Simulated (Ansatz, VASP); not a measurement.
# V (monovacancy in V): VASP beside Ansatz, part 2 of 2

Wanted: the spread between two codes on one cell, functional and k mesh. The Ansatz run is a path of several images between two structures; VASP solves its first image, and the two are compared there.

VASP 6.6.1 and Ansatz 0.2.0.

So far: Starting point; Ansatz: path of images, PBE.

### Step 3. VASP: single point, PBE

Level of this step: PBE, no spin polarisation; plane waves and PAW (V_sv) (VASP).

The same cell, functional, mesh and smearing now go to VASP, with its own data sets.

Lines of VASP's logs that name or quote its potential files are left out, and so is its time.

File INCAR:

```
SYSTEM = V
PREC = Accurate
ENCUT = 400
EDIFF = 1E-06
NELM = 120
ISMEAR = 1
SIGMA = 0.3
LREAL = Auto
ALGO = Normal
GGA = PE
NBANDS = 400
LASPH = .TRUE.
LORBIT = 11
LWAVE = .FALSE.
LCHARG = .FALSE.
ISIF = 2
GGA_COMPAT = .FALSE.
KPAR = 8
```

File POSCAR:

```
V
1.0
    8.9886933686      0.0000000000      0.0000000000
    0.0000000000      8.9886933686      0.0000000000
    0.0000000000      0.0000000000      8.9886933686
V
53
Direct
    0.0000000000      0.0000000000      0.0000000000
    0.1676116452      0.1676116452      0.1676116452
    0.0000000000      0.0000000000      0.3330847501
    0.1689007091      0.1689007091      0.5000000000
    0.0000000000      0.0000000000      0.6669152499
    0.1676116452      0.1676116452      0.8323883547
    0.0000000000      0.3330847501      0.0000000000
    0.1689007091      0.5000000000      0.1689007091
    0.0000000000      0.3308759196      0.3308759196
    0.1565109774      0.5000000000      0.5000000000
    0.0000000000      0.3308759196      0.6691240804
    0.1689007091      0.5000000000      0.8310992908
    0.0000000000      0.6669152499      0.0000000000
    0.1676116452      0.8323883547      0.1676116452
    0.0000000000      0.6691240804      0.3308759196
    0.1689007091      0.8310992908      0.5000000000
    0.0000000000      0.6691240804      0.6691240804
    0.1676116452      0.8323883547      0.8323883547
    0.3330847501      0.0000000000      0.0000000000
    0.5000000000      0.1689007091      0.1689007091
    0.3308759196      0.0000000000      0.3308759196
    0.5000000000      0.1565109774      0.5000000000
    0.3308759196      0.0000000000      0.6691240804
    0.5000000000      0.1689007091      0.8310992908
    0.3308759196      0.3308759196      0.0000000000
    0.5000000000      0.5000000000      0.1565109774
    0.3434341408      0.3434341408      0.3434341408
    0.3434341408      0.3434341408      0.6565658592
    0.5000000000      0.5000000000      0.8434890226
    0.3308759196      0.6691240804      0.0000000000
    0.5000000000      0.8310992908      0.1689007091
    0.3434341408      0.6565658592      0.3434341408
    0.5000000000      0.8434890226      0.5000000000
    0.3434341408      0.6565658592      0.6565658592
    0.5000000000      0.8310992908      0.8310992908
    0.6669152499      0.0000000000      0.0000000000
    0.8323883547      0.1676116452      0.1676116452
    0.6691240804      0.0000000000      0.3308759196
    0.8310992908      0.1689007091      0.5000000000
    0.6691240804      0.0000000000      0.6691240804
    0.8323883547      0.1676116452      0.8323883547
    0.6691240804      0.3308759196      0.0000000000
    0.8310992908      0.5000000000      0.1689007091
    0.6565658592      0.3434341408      0.3434341408
    0.8434890226      0.5000000000      0.5000000000
    0.6565658592      0.3434341408      0.6565658592
    0.8310992908      0.5000000000      0.8310992908
    0.6691240804      0.6691240804      0.0000000000
    0.8323883547      0.8323883547      0.1676116452
    0.6565658592      0.6565658592      0.3434341408
    0.8310992908      0.8310992908      0.5000000000
    0.6565658592      0.6565658592      0.6565658592
    0.8323883547      0.8323883547      0.8323883547
```

File KPOINTS:

```
Automatic mesh
0
Gamma
3 3 3
0 0 0
```

The projector-augmented-wave data sets are V_sv (PBE family, release 64).

Run with:

```bash
> mpirun -np 8 vasp_std
```

Numbers of over 12 decimals in the logs are rounded to 6 here.

The program printed:

```text
[banner, memory and clock lines left out]
running    8 mpi-ranks, on    1 nodes
[...]
|                                                                             |
|           W    W    AA    RRRRR   N    N  II  N    N   GGGG   !!!           |
|           W    W   A  A   R    R  NN   N  II  NN   N  G    G  !!!           |
|           W    W  A    A  R    R  N N  N  II  N N  N  G       !!!           |
|           W WW W  AAAAAA  RRRRR   N  N N  II  N  N N  G  GGG   !            |
|           WW  WW  A    A  R   R   N   NN  II  N   NN  G    G                |
|           W    W  A    A  R    R  N    N  II  N    N   GGGG   !!!           |
|                                                                             |
|     For optimal performance we recommend to set                             |
|       NCORE = 2 up to number-of-cores-per-socket                            |
|     NCORE specifies how many cores store one orbital (NPAR=cpu/NCORE).      |
|     This setting can greatly improve the performance of VASP for DFT.       |
|     The default, NCORE=1 might be grossly inefficient on modern             |
|     multi-core architectures or massively parallel machines. Do your        |
|     Unfortunately you need to use the default for GW and RPA                |
|     calculations (for HF NCORE is supported but not extensively tested      |
|     yet).                                                                   |
|                                                                             |

 LDA part: xc-table for (Slater+PW92), standard interpolation
 POSCAR, INCAR and KPOINTS ok, starting setup
[...]
entering main loop
       N       E                     dE             d eps       ncg     rms          rms(c)
DAV:   1     0.108827422279E+05    0.10883E+05   -0.35428E+05  3264   0.170E+03
DAV:   2     0.204211566713E+03   -0.10679E+05   -0.10497E+05  3200   0.648E+02
DAV:   3    -0.508567631971E+03   -0.71278E+03   -0.68347E+03  4368   0.176E+02
DAV:   4    -0.548003601794E+03   -0.39436E+02   -0.37597E+02  4048   0.326E+01
[...]
DAV:  23    -0.473984524572E+03    0.21690E-06   -0.12748E-05  3392   0.987E-03    0.233E-03
DAV:  24    -0.473984525580E+03   -0.10076E-05   -0.67165E-07  1952   0.264E-03    0.267E-03
DAV:  25    -0.473984526083E+03   -0.50268E-06   -0.16508E-07  1872   0.155E-03
   1 F= -.47398453E+03 E0= -.47387521E+03  d E =-.327935E+00
```

OUTCAR, selected parts (step 3):

```text
  Total      -12.9273622    -12.9273622    -12.9273622      0.0000000      0.0000000     -0.0000000
  in kB      -28.5187709    -28.5187709    -28.5187709      0.0000000      0.0000000     -0.0000000
  external PRESSURE =     -28.5187709 kB  Pullay stress =       0.0000000 kB

 POSITION                                       TOTAL-FORCE (eV/Angst)
 -----------------------------------------------------------------------------------
      0.00000      0.00000      0.00000        -0.000000      0.000000      0.000000
      1.50661      1.50661      1.50661         0.003153      0.003153      0.003153
      0.00000      0.00000      2.99400        -0.000000      0.000000      0.001554
      1.51820      1.51820      4.49435         0.003154      0.003154      0.000000
      0.00000      0.00000      5.99470        -0.000000      0.000000     -0.001554
      1.50661      1.50661      7.48208         0.003153      0.003153     -0.003153
      0.00000      2.99400      0.00000        -0.000000      0.001554      0.000000
      1.51820      4.49435      1.51820         0.003154      0.000000      0.003154
      0.00000      2.97414      2.97414        -0.000000     -0.003345     -0.003345
      1.40683      4.49435      4.49435         0.008404      0.000000      0.000000
      0.00000      2.97414      6.01455        -0.000000     -0.003345      0.003345
      1.51820      4.49435      7.47050         0.003154      0.000000     -0.003154
      0.00000      5.99470      0.00000        -0.000000     -0.001554      0.000000
      1.50661      7.48208      1.50661         0.003153     -0.003153      0.003153
[...]
-----------------------------------------------------------------------------------
    total drift:                                0.000012      0.000012      0.000012

  FREE ENERGIE OF THE ION-ELECTRON SYSTEM (eV)
  ---------------------------------------------------
  free  energy   TOTEN  =      -473.9845260828 eV

  energy  without entropy=     -473.6565906586  energy(sigma->0) =     -473.87521427

[... 3 further parts left out ...]
[key lines of the parts left out:]
E-fermi :   9.5469
```

This run has no spin polarisation, so a moment on V, if there is one, isn't seen. Its electron count is odd, so without a moment it is a metal by construction.

### Step 4. Side by side

Known differences besides the potentials themselves: the cutoff is 420 eV in Ansatz and 400 eV in VASP (PREC = Accurate, projectors in real space). Total energies have different zeros and are not compared.

At this near-relaxed geometry the largest component of a force difference is 9 meV/Å.

### Step 5. Summary of results

| Quantity | Value |
| --- | --- |
| r.m.s. force difference (single point, PBE) | 3.2 meV/Å |

**Reading.** The r.m.s. force difference is 3.2 meV/Å (single point, PBE), within the 12 meV/Å picked in this series as the mark of a large difference. How closely two codes agree says nothing of how well the functional describes the real material.

[Lines on the potential files, build, host, timing and source positions are cut from VASP's logs without a mark.]

[Logs are printed without paths, hosts, clocks, repeated set-up lines and the standing remarks that a program may print on its own settings, such as how far it seeks lower states.]

[Hosts, paths, dates, database ids (printed as entryN), source tags and the programs' standing remarks are cut or masked in the printed files.]
